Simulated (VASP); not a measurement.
# Pb (Fm-3m) in VASP: a series of runs

Aim: see how the results for Pb move with the level of theory and the settings. Levels: PBE, PBEsol, LDA. Tasks: band structure.

Program: VASP 6.6.1. These are calculated values, not measurements. Logs are shortened: lines on timing, memory, paths and dates and some standing lists are left out, and cuts for length are marked.

## (1) The structure

Symmetry: Fm-3m, No. 225, cubic system. Conventional cell: a = 5.041 Å, b = 5.041 Å, c = 5.041 Å, α = 90.00°, β = 90.00°, γ = 90.00°. Around Pb (site symmetry m-3m) lie 12 Pb at 3.56 Å.

## (2) Band structure, PBE

The input, INCAR:

```
  PREC = Accurate
  ENCUT = 520
  EDIFF = 1E-6
  ISMEAR = 1
  SIGMA = 0.1
  LREAL = F
  LASPH = T
  NELM = 80
  ALGO = Normal
  ISIF = 2
  LWAVE = F
  LCHARG = F
  GGA = PE
  NBANDS = 13
  ICORELEVEL = 1
```

The input, KPOINTS:

```
Automatic mesh
0
Gamma
  14 14 14
```

The input, POSCAR:

```
Pb                                      
1.0
   -0.0000000000      2.5205286052      2.5205286052
    2.5205286052     -0.0000000000      2.5205286052
    2.5205286052      2.5205286052      0.0000000000
  Pb            
     1
Direct
     0.0000000000000000    0.0000000000000000    0.0000000000000000
```

The input, KPOINTS_OPT:

```
explicit points
106
Reciprocal
 0.0000000000  0.0000000000  0.0000000000 1
 0.0555555556  0.0000000000  0.0555555556 1
 0.1111111111  0.0000000000  0.1111111111 1
 0.1666666667  0.0000000000  0.1666666667 1
 0.2222222222  0.0000000000  0.2222222222 1
 0.2777777778  0.0000000000  0.2777777778 1
 0.3333333333  0.0000000000  0.3333333333 1
 0.3888888889  0.0000000000  0.3888888889 1
 0.4444444444  0.0000000000  0.4444444444 1
 0.5000000000  0.0000000000  0.5000000000 1
 0.5000000000  0.0000000000  0.5000000000 1
 0.5000000000  0.0277777778  0.5277777778 1
 0.5000000000  0.0555555556  0.5555555556 1
 0.5000000000  0.0833333333  0.5833333333 1
 0.5000000000  0.1111111111  0.6111111111 1
 0.5000000000  0.1388888889  0.6388888889 1
 0.5000000000  0.1666666667  0.6666666667 1
 0.5000000000  0.1944444444  0.6944444444 1
 0.5000000000  0.2222222222  0.7222222222 1
 0.5000000000  0.2500000000  0.7500000000 1
 0.5000000000  0.2500000000  0.7500000000 1
 0.4861111111  0.2638888889  0.7500000000 1
 0.4722222222  0.2777777778  0.7500000000 1
 0.4583333333  0.2916666667  0.7500000000 1
 0.4444444444  0.3055555556  0.7500000000 1
 0.4305555556  0.3194444444  0.7500000000 1
 0.4166666667  0.3333333333  0.7500000000 1
 0.4027777778  0.3472222222  0.7500000000 1
 0.3888888889  0.3611111111  0.7500000000 1
 0.3750000000  0.3750000000  0.7500000000 1
 0.3750000000  0.3750000000  0.7500000000 1
 0.3333333333  0.3333333333  0.6666666667 1
 0.2916666667  0.2916666667  0.5833333333 1
 0.2500000000  0.2500000000  0.5000000000 1
 0.2083333333  0.2083333333  0.4166666667 1
 0.1666666667  0.1666666667  0.3333333333 1
 0.1250000000  0.1250000000  0.2500000000 1
 0.0833333333  0.0833333333  0.1666666667 1
 0.0416666667  0.0416666667  0.0833333333 1
 0.0000000000  0.0000000000  0.0000000000 1
 0.0000000000  0.0000000000  0.0000000000 1
 0.0555555556  0.0555555556  0.0555555556 1
 0.1111111111  0.1111111111  0.1111111111 1
 0.1666666667  0.1666666667  0.1666666667 1
 0.2222222222  0.2222222222  0.2222222222 1
 0.2777777778  0.2777777778  0.2777777778 1
 0.3333333333  0.3333333333  0.3333333333 1
 0.3888888889  0.3888888889  0.3888888889 1
 0.4444444444  0.4444444444  0.4444444444 1
 0.5000000000  0.5000000000  0.5000000000 1
 0.5000000000  0.5000000000  0.5000000000 1
 0.5138888889  0.4722222222  0.5138888889 1
 0.5277777778  0.4444444444  0.5277777778 1
 0.5416666667  0.4166666667  0.5416666667 1
 0.5555555556  0.3888888889  0.5555555556 1
 0.5694444444  0.3611111111  0.5694444444 1
 0.5833333333  0.3333333333  0.5833333333 1
 0.5972222222  0.3055555556  0.5972222222 1
 0.6111111111  0.2777777778  0.6111111111 1
 0.6250000000  0.2500000000  0.6250000000 1
 0.6250000000  0.2500000000  0.6250000000 1
 0.6111111111  0.2500000000  0.6388888889 1
 0.5972222222  0.2500000000  0.6527777778 1
 0.5833333333  0.2500000000  0.6666666667 1
 0.5694444444  0.2500000000  0.6805555556 1
 0.5555555556  0.2500000000  0.6944444444 1
 0.5416666667  0.2500000000  0.7083333333 1
 0.5277777778  0.2500000000  0.7222222222 1
 0.5138888889  0.2500000000  0.7361111111 1
 0.5000000000  0.2500000000  0.7500000000 1
 0.5000000000  0.2500000000  0.7500000000 1
 0.5000000000  0.2777777778  0.7222222222 1
 0.5000000000  0.3055555556  0.6944444444 1
 0.5000000000  0.3333333333  0.6666666667 1
 0.5000000000  0.3611111111  0.6388888889 1
 0.5000000000  0.3888888889  0.6111111111 1
 0.5000000000  0.4166666667  0.5833333333 1
 0.5000000000  0.4444444444  0.5555555556 1
 0.5000000000  0.4722222222  0.5277777778 1
 0.5000000000  0.5000000000  0.5000000000 1
 0.5000000000  0.5000000000  0.5000000000 1
 0.4861111111  0.4861111111  0.5277777778 1
 0.4722222222  0.4722222222  0.5555555556 1
 0.4583333333  0.4583333333  0.5833333333 1
 0.4444444444  0.4444444444  0.6111111111 1
 0.4305555556  0.4305555556  0.6388888889 1
 0.4166666667  0.4166666667  0.6666666667 1
 0.4027777778  0.4027777778  0.6944444444 1
 0.3888888889  0.3888888889  0.7222222222 1
 0.3750000000  0.3750000000  0.7500000000 1
 0.6250000000  0.2500000000  0.6250000000 1
 0.6111111111  0.2222222222  0.6111111111 1
 0.5972222222  0.1944444444  0.5972222222 1
 0.5833333333  0.1666666667  0.5833333333 1
 0.5694444444  0.1388888889  0.5694444444 1
 0.5555555556  0.1111111111  0.5555555556 1
 0.5416666667  0.0833333333  0.5416666667 1
 0.5277777778  0.0555555556  0.5277777778 1
 0.5138888889  0.0277777778  0.5138888889 1
 0.5000000000  0.0000000000  0.5000000000 1
 0.0000000000  0.0000000000  0.0000000000 1
 0.3750000000  0.3750000000  0.7500000000 1
 0.5000000000  0.5000000000  0.5000000000 1
 0.6250000000  0.2500000000  0.6250000000 1
 0.5000000000  0.2500000000  0.7500000000 1
 0.5000000000  0.0000000000  0.5000000000 1
```

Potentials or basis: VASP PAW PBE potentials, release 64 (Pb_d).

Started as:

```console
> cat potpaw_PBE.64/Pb_d/POTCAR > POTCAR
> mpirun -np 1 vasp_std > vasp.out
```

OUTCAR:

```text
PREC = Accurate
   ENCUT = 520
   EDIFF = 1E-6
   ISMEAR = 1
   LREAL = F
   LASPH = T
   NELM = 80
   ISIF = 2
   GGA = PE

 ion  position               nearest neighbor table
   1  0.000  0.000  0.000-

  LATTYP: Found a face centered cubic cell.
 ALAT       =     5.0410572104

  Lattice vectors:

 A1 = (   0.0000000000,   2.5205286052,   2.5205286052)
 A2 = (   2.5205286052,   0.0000000000,   2.5205286052)
 A3 = (   2.5205286052,   2.5205286052,   0.0000000000)

Analysis of symmetry for initial positions (statically):
=====================================================================
 Subroutine PRICEL returns:
 Original cell was already a primitive cell.

 Routine SETGRP: Setting up the symmetry group for a
 face centered cubic supercell.

 Subroutine GETGRP returns: Found 48 space group operations
 (whereof 48 operations were pure point group operations)
 out of a pool of 48 trial point group operations.

The static configuration has the point symmetry O_h .

Analysis of symmetry for dynamics (positions and initial velocities):
=====================================================================
 Subroutine PRICEL returns:
 Original cell was already a primitive cell.

 Routine SETGRP: Setting up the symmetry group for a
 face centered cubic supercell.

 Subroutine GETGRP returns: Found 48 space group operations
 (whereof 48 operations were pure point group operations)
 out of a pool of 48 trial point group operations.

The dynamic configuration has the point symmetry O_h .

 Subroutine INISYM returns: Found 48 space group operations
 (whereof 48 operations are pure point group operations),
 and found     1 'primitive' translations

----------------------------------------------------------------------------------------

                                     Primitive cell

  volume of cell :      32.0262

  direct lattice vectors                    reciprocal lattice vectors
     0.000000000  2.520528605  2.520528605    -0.198371087  0.198371087  0.198371087
     2.520528605  0.000000000  2.520528605     0.198371087 -0.198371087  0.198371087
     2.520528605  2.520528605  0.000000000     0.198371087  0.198371087 -0.198371087

  length of vectors
     3.564565738  3.564565738  3.564565738     0.343588802  0.343588802  0.343588802

  position of ions in fractional coordinates (direct lattice)
     0.000000000  0.000000000  0.000000000

  ion indices of the primitive-cell ions
   primitive index   ion index
                 1           1

[... 78 lines left out ...]
   ISYM   =      2    0-nonsym 1-usesym 2-fastsym
   POTIM  = 0.5000    time-step for ionic-motion
   TEBEG  =    0.0;   TEEND  =   0.0 temperature during run
   PSTRESS=    0.0 pullay stress
   NELECT =      14.0000    total number of electrons
   NUPDOWN=      -1.0000    fix difference up-down
   EMIN   =  10.00;   EMAX   =-10.00  energy-range for DOS
   EFERMI =   0.00;   METHOD = LEGACY
   ISMEAR =     1;   SIGMA  =   0.10  broadening in eV -4-tet -1-fermi 0-gaus
   EFERMI_NEDOS =   21; number of points for ismear=-14 and -15
   IALGO  =     38    algorithm
   IMIX   =      4    mixing-type and parameters
     AMIX     =   0.40;   BMIX     =  1.00
     AMIX_MAG =   1.60;   BMIX_MAG =  1.00
  volume/ion in A,a.u.               =      32.03       216.12
  Fermi-wavevector in a.u.,A,eV,Ry     =   1.242460  2.347910 21.003420  1.543708
  Thomas-Fermi vector in A             =   2.376814
   LORBIT       =      0    0 simple, 1 ext, 2 COOP (PROOUT), +10 PAW based schemes
   GGA     = PE    functional components
   LHFCALC =     F    Hartree Fock is set to
   AEXX    =    0.0000 exact exchange contribution
   IVDW    =     0    specifies the selected vdW correction
   LEPSILON=     F    determine dielectric tensor
   LRPA    =     F    only Hartree local field effects (RPA)
 non-spin polarized calculation
 Methfessel and Paxton  Order N= 1 SIGMA  =   0.10
  energy-cutoff  :      520.00
  volume of cell :       32.03
 maximum number of plane-waves:       886
   NGX = 13   NGY = 13   NGZ = 13

 number of electron      14.0000003 magnetization

 Free energy of the ion-electron system (eV)
  ---------------------------------------------------
  ext. energy  EPLUGINS =         0.00000000
  ---------------------------------------------------
  free energy    TOTEN  =        -3.56773736 eV

  energy without entropy =       -3.56772014  energy(sigma->0) =       -3.56773162

 the core state eigenenergies are
   1-  1s -88081.0559  2s -15742.5646  2p -13497.3264  3s  -3770.8170  3p  -3127.3544
       3d  -2472.4071  4s   -845.3424  4p   -634.5494  4d   -390.9368  4f   -121.9689
       5s   -133.1436  5p    -74.8382

 E-fermi :   6.6853     XC(G=0):  -9.9253

 val. band max:        6.6846510699   @ k =   0.3571   0.2857   0.0000
 cond. band min:       6.7396086304   @ k =  -0.2857   0.2857   0.0714
 fundamental gap:      0.0549575605
 Fermi energy:         6.6852759463

 k-point     1 :       0.0000    0.0000    0.0000
  band No.  band energies     occupation
      1     -10.3519      2.00000
      2     -10.3519      2.00000
      3     -10.3519      2.00000
      4     -10.2337      2.00000
      5     -10.2337      2.00000
      6      -4.7106      2.00000
      7      13.6777      0.00000
      8      13.6777      0.00000
      9      13.6777      0.00000
     10      16.4087      0.00000
     11      17.3330      0.00000
     12      18.7761      0.00000
     13      18.7761      0.00000
[... 354 lines left out ...]
  band No.  band energies     occupation
      1     -10.3851      2.00000
      2     -10.3020      2.00000
      3     -10.2785      2.00000
      4     -10.2421      2.00000
      5     -10.1744      2.00000
      6      -3.3667      2.00000
      7       7.8003     -0.00000
      8      11.1829      0.00000
      9      11.3663      0.00000
     10      14.9731      0.00000
     11      16.4706      0.00000
     12      19.8782      0.00000
     13      20.7793      0.00000

 [... further k-points ...]
[... 5 lines left out ...]
  --------------------------------------------------------------------------------------
  -------------------------------------------------------------------------------------
  Total       -0.0112060     -0.0112060     -0.0112060     -0.0000000      0.0000000     -0.0000000
  in kB       -0.5606045     -0.5606045     -0.5606045     -0.0000000      0.0000000     -0.0000000
  external PRESSURE =      -0.5606045 kB  Pullay stress =       0.0000000 kB

 VOLUME and BASIS-vectors are now :
 -----------------------------------------------------------------------------
  energy-cutoff  :      520.00
  volume of cell :       32.03
      direct lattice vectors                 reciprocal lattice vectors
     0.000000000  2.520528605  2.520528605    -0.198371087  0.198371087  0.198371087
     2.520528605  0.000000000  2.520528605     0.198371087 -0.198371087  0.198371087
     2.520528605  2.520528605  0.000000000     0.198371087  0.198371087 -0.198371087

 POSITION                                       TOTAL-FORCE (eV/Angst)
 -----------------------------------------------------------------------------------
      0.00000      0.00000      0.00000        -0.000000      0.000000     -0.000000
 -----------------------------------------------------------------------------------
    total drift:                               -0.000000     -0.000000     -0.000000

  FREE ENERGIE OF THE ION-ELECTRON SYSTEM (eV)
  ---------------------------------------------------
  free  energy   TOTEN  =        -3.5677373576 eV

  energy  without entropy=       -3.5677201383  energy(sigma->0) =       -3.56773162
```

It took 29 s on 1 thread of Intel Xeon 6975P-C (Granite Rapids), shared host; peak memory 0.2 GiB.

What came out:

- Free energy: -3.5677 eV
- Pressure: -0.1 GPa
- Band gap along the path: none (metal or under the smearing width)

Levels at the corners of the path, in eV from the Fermi level:
```tsv
point	band 3	band 4	band 5	band 6	band 7	band 8	band 9	band 10	band 11	band 12
Γ	-17.04	-16.92	-16.92	-11.40	6.99	6.99	6.99	9.72	10.65	12.09
X	-16.81	-16.77	-16.77	-6.80	-3.06	1.99	1.99	5.22	6.48	17.95
X	-16.81	-16.77	-16.77	-6.80	-3.06	1.99	1.99	5.22	6.48	17.95
W	-16.98	-16.88	-16.77	-6.70	-1.27	-1.27	0.31	10.44	11.86	11.86
W	-16.98	-16.88	-16.77	-6.70	-1.27	-1.27	0.31	10.44	11.86	11.86
K	-16.86	-16.86	-16.81	-6.87	-2.13	-1.12	2.86	6.31	11.01	15.92
K	-16.86	-16.86	-16.81	-6.87	-2.13	-1.12	2.86	6.31	11.01	15.92
Γ	-17.04	-16.92	-16.92	-11.40	6.99	6.99	6.99	9.72	10.65	12.09
Γ	-17.04	-16.92	-16.92	-11.40	6.99	6.99	6.99	9.72	10.65	12.09
L	-17.03	-16.80	-16.80	-8.08	-3.94	5.28	5.28	8.99	9.20	10.88
L	-17.03	-16.80	-16.80	-8.08	-3.94	5.28	5.28	8.99	9.20	10.88
U	-16.86	-16.86	-16.81	-6.87	-2.13	-1.12	2.86	6.31	11.01	15.92
U	-16.86	-16.86	-16.81	-6.87	-2.13	-1.12	2.86	6.31	11.01	15.92
W	-16.98	-16.88	-16.77	-6.70	-1.27	-1.27	0.31	10.44	11.86	11.86
W	-16.98	-16.88	-16.77	-6.70	-1.27	-1.27	0.31	10.44	11.86	11.86
L	-17.03	-16.80	-16.80	-8.08	-3.94	5.28	5.28	8.99	9.20	10.88
L	-17.03	-16.80	-16.80	-8.08	-3.94	5.28	5.28	8.99	9.20	10.88
K	-16.86	-16.86	-16.81	-6.87	-2.13	-1.12	2.86	6.31	11.01	15.92
U	-16.86	-16.86	-16.81	-6.87	-2.13	-1.12	2.86	6.31	11.01	15.92
X	-16.81	-16.77	-16.77	-6.80	-3.06	1.99	1.99	5.22	6.48	17.95
```

Core levels (eV, on the scale of the bands):
```csv
atom,levels
1 Pb,"1s -88081.1, 2s -15742.6, 2p -13497.3, 3s -3770.8, 3p -3127.4, 3d -2472.4, 4s -845.3, 4p -634.5, 4d -390.9, 4f -122.0, 5s -133.1, 5p -74.8"
```

Caveat: spin-orbit coupling is left out, which moves the levels of the heavy elements.

## (3) Band structure, PBEsol

This run uses another cell than the first one, of 30.03 Å³/atom, 0.938 times its volume.

The input, INCAR:

```
SYSTEM = Pb
ALGO = Fast ; EDIFF = 1E-7
ENCUT = 520 ; GGA = PS
ICORELEVEL = 1 ; ISIF = 2
ISMEAR = 1 ; LASPH = .True.
LCHARG = .False. ; LREAL = .False.
LWAVE = .False. ; NBANDS = 13
NELM = 80 ; PREC = Accurate
SIGMA = 0.1
```

The input, KPOINTS:

```
k-points
0
Gamma
  14 14 14
  0 0 0
```

The input, POSCAR:

```
Pb                                      
1.0
    0.0000000000      2.4671700221      2.4671700221
    2.4671700221      0.0000000000      2.4671700221
    2.4671700221      2.4671700221      0.0000000000
  Pb            
     1
Direct
     0.0000000000000000    0.0000000000000000    0.0000000000000000
```

The input, KPOINTS_OPT:

```
explicit points
156
Reciprocal
 0.0000000000  0.0000000000  0.0000000000 1
 0.0357142857  0.0000000000  0.0357142857 1
 0.0714285714  0.0000000000  0.0714285714 1
 0.1071428571  0.0000000000  0.1071428571 1
 0.1428571429  0.0000000000  0.1428571429 1
 0.1785714286  0.0000000000  0.1785714286 1
[... 148 lines left out ...]
 0.5000000000  0.2500000000  0.7500000000 1
 0.5000000000  0.0000000000  0.5000000000 1
```

Potentials or basis: VASP PAW PBE potentials, release 64 (Pb_d).

Started as:

```console
> cat potpaw_PBE.64/Pb_d/POTCAR > POTCAR
> mpirun -np 1 vasp_std > vasp.out
```

Wall time 59 s (1 thread of AMD EPYC 9R45 (Zen 5), shared host); peak memory 0.17 GiB.

Results (log left out):

| Property | Result |
| --- | --- |
| Free energy | -4.0026 eV |
| Pressure | -0.1 GPa |
| Band gap along the path | none (metal or under the smearing width) |

Levels at the corners of the path, in eV from the Fermi level:
```csv
point,band 5,band 6,band 7,band 8,band 9,band 10
Γ,-16.89,-11.87,7.45,7.45,7.45,9.73
X,-16.71,-6.75,-3.36,2.01,2.01,5.35
X,-16.71,-6.75,-3.36,2.01,2.01,5.35
W,-16.71,-6.64,-1.44,-1.44,0.21,10.88
W,-16.71,-6.64,-1.44,-1.44,0.21,10.88
K,-16.76,-6.84,-2.36,-1.30,2.95,6.45
K,-16.76,-6.84,-2.36,-1.30,2.95,6.45
Γ,-16.89,-11.87,7.45,7.45,7.45,9.73
Γ,-16.89,-11.87,7.45,7.45,7.45,9.73
L,-16.75,-8.19,-4.31,5.59,5.59,9.19
L,-16.75,-8.19,-4.31,5.59,5.59,9.19
U,-16.76,-6.84,-2.36,-1.30,2.95,6.45
U,-16.76,-6.84,-2.36,-1.30,2.95,6.45
W,-16.71,-6.64,-1.44,-1.44,0.21,10.88
W,-16.71,-6.64,-1.44,-1.44,0.21,10.88
L,-16.75,-8.19,-4.31,5.59,5.59,9.19
L,-16.75,-8.19,-4.31,5.59,5.59,9.19
K,-16.76,-6.84,-2.36,-1.30,2.95,6.45
U,-16.76,-6.84,-2.36,-1.30,2.95,6.45
X,-16.71,-6.75,-3.36,2.01,2.01,5.35
```

Core levels (eV, on the scale of the bands):
| atom | levels |
| --- | --- |
| 1 Pb | 1s -88080.5, 2s -15742.0, 2p -13496.7, 3s -3770.2, 3p -3126.8, 3d -2471.8, 4s -844.7, 4p -633.9, 4d -390.3, 4f -121.4, 5s -132.5, 5p -74.2 |

Caveat: the PAW data sets were made with another functional, which shifts forces and pressure a little; spin-orbit coupling is left out, which moves the levels of the heavy elements.

[end of part 1 of 2]
